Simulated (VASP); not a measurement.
# S (P4_2/mnm) in VASP: further runs

Runs on S. Level: PBE. Tasks: single point.

Program: VASP 6.6.1. These are calculated values, not measurements. Logs are shortened: lines on timing, memory, paths and dates and some standing lists are left out, and cuts for length are marked.

### Step 1. The crystal as given

The structure is tetragonal, space group P4_2/mnm (No. 136). Conventional cell: a = 5.678 Å, b = 5.678 Å, c = 2.950 Å, α = 90.00°, β = 90.00°, γ = 90.00°. Around S (site symmetry m2m) lie 1 S at 1.87 Å.

This isn't the form of S at room conditions, which is orthorhombic, of S8 rings.

### Step 2. Single point, PBE

INCAR

```
SYSTEM = S
ALGO = Normal ; EDIFF = 1E-7
ENCUT = 520 ; GGA = PE
ISIF = 2 ; ISMEAR = 0
LASPH = .TRUE. ; LCHARG = .TRUE.
LELF = .TRUE. ; LREAL = .FALSE.
LVHAR = .TRUE. ; LWAVE = .FALSE.
NBANDS = 20 ; NELM = 60
PREC = Accurate ; SIGMA = 0.1
```

KPOINTS

```
k-points
0
G
  4 4 6
  0 0 0
```

POSCAR

```
S
1.0
    5.6780537900      0.0000000000      0.0000000000
    0.0000000000      5.6780537900      0.0000000000
    0.0000000000      0.0000000000      2.9496155800
S
4
Direct
    0.8833913800      0.8833913800      0.5000000000
    0.1166086200      0.1166086200      0.5000000000
    0.3833913800      0.6166086200      0.0000000000
    0.6166086200      0.3833913800      0.0000000000
```

Potentials or basis: VASP PAW PBE potentials, release 64 (S).

Started as:

```console
> cat potpaw_PBE.64/S/POTCAR > POTCAR
> mpirun -np 1 vasp_std > vasp.out
```

OUTCAR:

```text
SYSTEM = S
   EDIFF = 1E-7
   ENCUT = 520
   GGA = PE
   ISIF = 2
   ISMEAR = 0
   LASPH = .TRUE.
   LREAL = .FALSE.
   NELM = 60
   PREC = Accurate

 ion  position               nearest neighbor table
   1  0.883  0.883  0.500-   2 1.87
   2  0.117  0.117  0.500-   1 1.87
   3  0.383  0.617  0.000-   4 1.87
   4  0.617  0.383  0.000-   3 1.87

  LATTYP: Found a simple tetragonal cell.
 ALAT       =     5.6780537900
 C/A-ratio  =     0.5194765124

  Lattice vectors:

 A1 = (   5.6780537900,   0.0000000000,   0.0000000000)
 A2 = (   0.0000000000,   5.6780537900,   0.0000000000)
 A3 = (   0.0000000000,   0.0000000000,   2.9496155800)

Analysis of symmetry for initial positions (statically):
=====================================================================
 Subroutine PRICEL returns:
 Original cell was already a primitive cell.

 Routine SETGRP: Setting up the symmetry group for a
 simple tetragonal supercell.

 Subroutine GETGRP returns: Found 16 space group operations
 (whereof  8 operations were pure point group operations)
 out of a pool of 16 trial point group operations.

The static configuration has the point symmetry D_2h.
 The point group associated with its full space group is D_4h.

Analysis of symmetry for dynamics (positions and initial velocities):
=====================================================================
 Subroutine PRICEL returns:
 Original cell was already a primitive cell.

 Routine SETGRP: Setting up the symmetry group for a
 simple tetragonal supercell.

 Subroutine GETGRP returns: Found 16 space group operations
 (whereof  8 operations were pure point group operations)
 out of a pool of 16 trial point group operations.

The dynamic configuration has the point symmetry D_2h.
 The point group associated with its full space group is D_4h.

 Subroutine INISYM returns: Found 16 space group operations
 (whereof  8 operations are pure point group operations),
 and found     1 'primitive' translations

----------------------------------------------------------------------------------------

                                     Primitive cell

  volume of cell :      95.0965

  direct lattice vectors                    reciprocal lattice vectors
     5.678053790  0.000000000  0.000000000     0.176116683  0.000000000  0.000000000
     0.000000000  5.678053790  0.000000000     0.000000000  0.176116683  0.000000000
     0.000000000  0.000000000  2.949615580     0.000000000  0.000000000  0.339027230

  length of vectors
     5.678053790  5.678053790  2.949615580     0.176116683  0.176116683  0.339027230

  position of ions in fractional coordinates (direct lattice)
     0.883391380  0.883391380  0.500000000
     0.116608620  0.116608620  0.500000000
     0.383391380  0.616608620  0.000000000
     0.616608620  0.383391380  0.000000000

  ion indices of the primitive-cell ions
   primitive index   ion index
                 1           1
                 2           2
                 3           3
                 4           4

----------------------------------------------------------------------------------------

 KPOINTS: k-points

Automatic generation of k-mesh.
 Grid dimensions read from file:
 generate k-points for:    4    4    6

 Generating k-lattice:

  Cartesian coordinates                     Fractional coordinates (reciprocal lattice)
     0.044029171  0.000000000  0.000000000     0.250000000  0.000000000  0.000000000
     0.000000000  0.044029171  0.000000000     0.000000000  0.250000000  0.000000000
     0.000000000  0.000000000  0.056504538     0.000000000  0.000000000  0.166666667

  Length of vectors
     0.044029171  0.044029171  0.056504538

  Shift w.r.t. Gamma in fractional coordinates (k-lattice)
     0.000000000  0.000000000  0.000000000

 Subroutine IBZKPT returns following result:
 ===========================================

 Found     24 irreducible k-points:

 Following reciprocal coordinates:
            Coordinates               Weight
  0.000000  0.000000  0.000000      1.000000
  0.250000  0.000000  0.000000      4.000000
  0.500000  0.000000  0.000000      2.000000
  0.250000  0.250000  0.000000      4.000000
  0.500000  0.250000  0.000000      4.000000
  0.500000  0.500000  0.000000      1.000000
[... 16 lines left out ...]
  0.500000  0.250000  0.500000      4.000000
  0.500000  0.500000  0.500000      1.000000
   k-points           NKPTS =     24   k-points in BZ     NKDIM =     24   number of bands    NBANDS=     20
   number of dos      NEDOS =    301   number of ions     NIONS =      4
   total plane-waves  NPLWV =  42336
   dimension x,y,z NGX =    42 NGY =   42 NGZ =   24
   dimension x,y,z NGXF=    84 NGYF=   84 NGZF=   48
   ions per type =               4
   NGX,Y,Z   is equivalent  to a cutoff of  12.30, 12.30, 13.53 a.u.
   NGXF,Y,Z  is equivalent  to a cutoff of  24.59, 24.59, 27.05 a.u.
 SYSTEM =  S
   PREC   = accura    normal or accurate (medium, high low for compatibility)
   ISTART =      0    job   : 0-new  1-cont  2-samecut
   ICHARG =      2    charge: 1-file 2-atom 10-const
   ISPIN  =      1    spin polarized calculation?
   LNONCOLLINEAR =      F non collinear calculations
   LSORBIT =      F    spin-orbit coupling
   LASPH  =      T    aspherical Exc in radial PAW
   ENCUT  =  520.0 eV  38.22 Ry    6.18 a.u.  10.56 10.56  5.48*2*pi/ulx,y,z
   NELM   =     60;   NELMIN=  2; NELMDL= -5     # of ELM steps
   EDIFF  = 0.1E-06   stopping-criterion for ELM
   LREAL  =      F    real-space projection
   EDIFFG = 0.1E-05   stopping-criterion for IOM
   NSW    =      0    number of steps for IOM
   IBRION =     -1    ionic relax: 0-MD 1-quasi-New 2-CG
   NFREE  =      0    steps in history (QN), initial steepest desc. (CG)
   ISIF   =      2    stress and relaxation
   ISYM   =      2    0-nonsym 1-usesym 2-fastsym
   POTIM  = 0.5000    time-step for ionic-motion
   TEBEG  =    0.0;   TEEND  =   0.0 temperature during run
   PSTRESS=    0.0 pullay stress
   NELECT =      24.0000    total number of electrons
   NUPDOWN=      -1.0000    fix difference up-down
   EMIN   =  10.00;   EMAX   =-10.00  energy-range for DOS
   EFERMI =   0.00;   METHOD = LEGACY
   ISMEAR =     0;   SIGMA  =   0.10  broadening in eV -4-tet -1-fermi 0-gaus
   EFERMI_NEDOS =   21; number of points for ismear=-14 and -15
   IALGO  =     38    algorithm
   IMIX   =      4    mixing-type and parameters
     AMIX     =   0.40;   BMIX     =  1.00
     AMIX_MAG =   1.60;   BMIX_MAG =  1.00
  volume/ion in A,a.u.               =      23.77       160.44
  Fermi-wavevector in a.u.,A,eV,Ry     =   1.034563  1.955041 14.562607  1.070321
  Thomas-Fermi vector in A             =   2.168865
   LORBIT       =      0    0 simple, 1 ext, 2 COOP (PROOUT), +10 PAW based schemes
   GGA     = PE    functional components
   LHFCALC =     F    Hartree Fock is set to
   AEXX    =    0.0000 exact exchange contribution
   IVDW    =     0    specifies the selected vdW correction
   LEPSILON=     F    determine dielectric tensor
   LRPA    =     F    only Hartree local field effects (RPA)
 non-spin polarized calculation
 Gauss-broadening in eV      SIGMA  =   0.10
  energy-cutoff  :      520.00
  volume of cell :       95.10
 maximum number of plane-waves:      2595
   NGX = 21   NGY = 21   NGZ = 11

 number of electron      23.9999999 magnetization

 Free energy of the ion-electron system (eV)
  ---------------------------------------------------
  ext. energy  EPLUGINS =         0.00000000
  ---------------------------------------------------
  free energy    TOTEN  =       -15.25309550 eV

  energy without entropy =      -15.23978587  energy(sigma->0) =      -15.24644069

 E-fermi :   3.2136     XC(G=0):  -8.8049

 val. band max:        3.2086104823   @ k =   0.5000   0.0000   0.3333
 cond. band min:       3.2923963954   @ k =   0.2500   0.2500   0.0000
 fundamental gap:      0.0837859131
 Fermi energy:         3.2135656164

 k-point     1 :       0.0000    0.0000    0.0000
  band No.  band energies     occupation
      1     -13.5504      2.00000
      2     -12.9943      2.00000
      3      -7.7185      2.00000
      4      -7.7185      2.00000
      5      -2.3715      2.00000
      6      -1.9081      2.00000
[... 12 lines left out ...]
     19      10.8866      0.00000
     20      11.2964      0.00000

 k-point     2 :       0.2500    0.0000    0.0000
  band No.  band energies     occupation
      1     -13.4734      2.00000
      2     -13.0804      2.00000
      3      -7.7092      2.00000
      4      -7.7055      2.00000
      5      -2.7351      2.00000
      6      -2.4913      2.00000
[... 12 lines left out ...]
     19      11.1471      0.00000
     20      11.3733      0.00000

 k-point     3 :       0.5000    0.0000    0.0000
  band No.  band energies     occupation
      1     -13.2814      2.00000
      2     -13.2814      2.00000
      3      -7.6957      2.00000
      4      -7.6957      2.00000
      5      -2.8954      2.00000
      6      -2.8954      2.00000
[... 12 lines left out ...]
     19      10.8363      0.00000
     20      10.8363      0.00000

 k-point     4 :       0.2500    0.2500    0.0000
  band No.  band energies     occupation
      1     -13.4143      2.00000
      2     -13.1355      2.00000
      3      -7.7825      2.00000
      4      -7.6965      2.00000
      5      -2.8916      2.00000
      6      -2.0672      2.00000
[... 429 lines left out ...]
 k-point    23 :       0.5000    0.2500    0.5000
  band No.  band energies     occupation
      1     -12.2486      2.00000
      2     -12.2486      2.00000
      3      -6.4285      2.00000
      4      -6.4285      2.00000
      5      -3.0052      2.00000
      6      -3.0052      2.00000
[... 12 lines left out ...]
     19      10.4272      0.00000
     20      10.4272      0.00000

 k-point    24 :       0.5000    0.5000    0.5000
  band No.  band energies     occupation
      1     -12.2452      2.00000
      2     -12.2452      2.00000
      3      -6.4324      2.00000
      4      -6.4324      2.00000
      5      -3.0574      2.00000
      6      -3.0574      2.00000
[... 12 lines left out ...]
     19      10.9109      0.00000
     20      10.9109      0.00000

------------------------ aborting loop because EDIFF is reached ----------------------------------------

  FORCE on cell =-STRESS in cart. coord.  units (eV):
  Direction    XX          YY          ZZ          XY          YZ          ZX
  --------------------------------------------------------------------------------------
  -------------------------------------------------------------------------------------
  Total        1.4723986      1.4723986      0.1980174      0.0000000      0.0000000      0.0000000
  in kB       24.8068454     24.8068454      3.3361806      0.0000000      0.0000000      0.0000000
  external PRESSURE =      17.6499572 kB  Pullay stress =       0.0000000 kB

 VOLUME and BASIS-vectors are now :
 -----------------------------------------------------------------------------
  energy-cutoff  :      520.00
  volume of cell :       95.10
      direct lattice vectors                 reciprocal lattice vectors
     5.678053790  0.000000000  0.000000000     0.176116683  0.000000000  0.000000000
     0.000000000  5.678053790  0.000000000     0.000000000  0.176116683  0.000000000
     0.000000000  0.000000000  2.949615580     0.000000000  0.000000000  0.339027230

 POSITION                                       TOTAL-FORCE (eV/Angst)
 -----------------------------------------------------------------------------------
      5.01594      5.01594      1.47481        -0.399602     -0.399602     -0.000000
      0.66211      0.66211      1.47481         0.399602      0.399602      0.000000
      2.17692      3.50114      0.00000        -0.399602      0.399602      0.000000
      3.50114      2.17692      0.00000         0.399602     -0.399602      0.000000
 -----------------------------------------------------------------------------------
    total drift:                                0.000000      0.000000     -0.000000

  FREE ENERGIE OF THE ION-ELECTRON SYSTEM (eV)
  ---------------------------------------------------
  free  energy   TOTEN  =       -15.2530955005 eV

  energy  without entropy=      -15.2397858745  energy(sigma->0) =      -15.24644069
```

It took 25 s on 1 thread of Intel Xeon Platinum 8488C (Sapphire Rapids), shared host; peak memory 0.19 GiB.

Results:

```yaml
Free_energy: -15.2531 eV
Pressure: 1.8 GPa
Largest_force: 0.565 eV/Å
Band_gap_on_the_k_mesh: none (metal or under the smearing width)
```

Forces on the atoms (eV/Å):
```
S   -0.400 -0.400  0.000
S    0.400  0.400  0.000
S   -0.400  0.400  0.000
S    0.400 -0.400  0.000
```

Stress tensor (GPa, compression positive):
```
2.48 0.00 0.00
0.00 2.48 0.00
0.00 0.00 0.33
```

### Step 3. Single point, PBE

INCAR

```
PREC = Accurate
ENCUT = 520
EDIFF = 1E-7
ISMEAR = 1
SIGMA = 0.11
LREAL = False
LASPH = True
NELM = 60
ALGO = Fast
ISIF = 2
LWAVE = False
LCHARG = False
GGA = PE
NBANDS = 20
```

KPOINTS

```
Automatic mesh
0
Gamma
  2 2 4
```

POSCAR is that of step 2.

Potentials or basis: VASP PAW PBE potentials, release 64 (S).

Started as:

```console
> cat potpaw_PBE.64/S/POTCAR > POTCAR
> mpirun -np 1 vasp_std > vasp.out
```

Run time: 12 s. Hardware: 1 thread of Intel Xeon Platinum 8488C (Sapphire Rapids), shared host; peak memory 0.17 GiB.

Results (log left out):

- Free energy: -14.4816 eV
- Pressure: 3.9 GPa
- Largest force: 0.547 eV/Å
- Band gap on the k mesh: none (metal or under the smearing width)

Forces in eV/Å, atoms in the order of the input:
```
S   -0.387 -0.387  0.000
S    0.387  0.387  0.000
S   -0.387  0.387  0.000
S    0.387 -0.387  0.000
```

Stress tensor (GPa, compression positive):
```
2.64 0.00 0.00
0.00 2.64 0.00
0.00 0.00 6.55
```

Levels at points of the mesh, in eV from the Fermi level:
```tsv
k point	band 9	band 10	band 11	band 12	band 13	band 14	band 15	band 16
(0.00, 0.00, 0.00)	-2.42	-1.21	-0.72	0.88	2.70	2.70	4.70	4.70
(0.50, 0.00, 0.00)	-0.97	-0.97	-0.72	-0.72	2.71	2.71	3.39	3.39
(0.50, 0.50, 0.00)	-0.96	-0.96	-0.43	-0.43	2.66	2.66	4.46	4.46
(0.00, 0.00, 0.50)	-3.56	-3.56	-1.88	-1.88	0.04	0.04	4.03	4.03
(0.50, 0.00, 0.50)	-3.33	-3.33	-2.30	-2.30	0.40	0.40	5.30	5.30
(0.50, 0.50, 0.50)	-3.95	-3.95	-1.58	-1.58	0.59	0.59	4.07	4.07
```

Caveat: the k mesh is coarse (spacing up to 0.55 Å⁻¹), so the values aren't converged.

(Continued in part 2 of 2.)
